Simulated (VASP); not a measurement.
Si:

```
Si
1.0
    -2.37137    2.37137    1.32927
     2.37137   -2.37137    1.32927
     2.37137    2.37137   -1.32927
Si
2
Direct
  0.50000 0.50000 0.00000
  0.25000 0.75000 0.50000
```

This isn't the form of Si at room conditions, which is diamond.

* Program: VASP 6.6.1
* Task: relaxation of cell and atoms
* Functional: PBEsol0
* Potentials or basis: VASP PAW PBE potentials, release 64 (Si)
* Cutoff: 600 eV
* k mesh: 6 × 6 × 6
* Occupations: fermi-dirac, width 0.05 eV
* Spin: no spin polarisation

At the start: pressure -1.0 GPa; volume 14.95 Å³/atom.

Task: Where does the relaxation end?

Result: Over 11 steps the energy falls by 50.0 meV/atom and the volume is 14.74 Å³/atom (-1.4 %); space group I4_1/amd (No. 141, to 0.05 Å).

Step by step:
```tsv
step	energy change (eV)	largest force (eV/Å)	pressure (GPa)	volume (Å³)
1	0.0000	0.0000	-0.99	29.90
2	-0.0551	0.0000	1.01	29.49
3	0.1306	0.0000	9.50	28.10
4	-0.0880	0.0000	0.92	29.30
5	-0.0708	0.0000	3.94	28.72
6	-0.0978	0.0000	1.77	29.10
7	-0.0963	0.0000	-1.36	29.82
8	-0.0997	0.0000	0.36	29.39
9	-0.0998	0.0000	0.41	29.38
10	-0.0999	0.0000	-0.29	29.55
11	-0.1001	0.0000	0.01	29.48
```

Final structure:
```xyz
2
Lattice="-2.4199 2.4199 1.2584 2.4199 -2.4199 1.2584 2.4199 2.4199 -1.2584" Properties=species:S:1:pos:R:3 pbc="T T T"
Si    0.0000    0.0000    1.2584
Si    2.4199    0.0000    0.6292
```

Caveat: the k mesh is coarse (spacing up to 0.45 Å⁻¹), so the values aren't converged, least of all with exact exchange; the PAW data sets were made with another functional, which shifts forces and pressure a little.
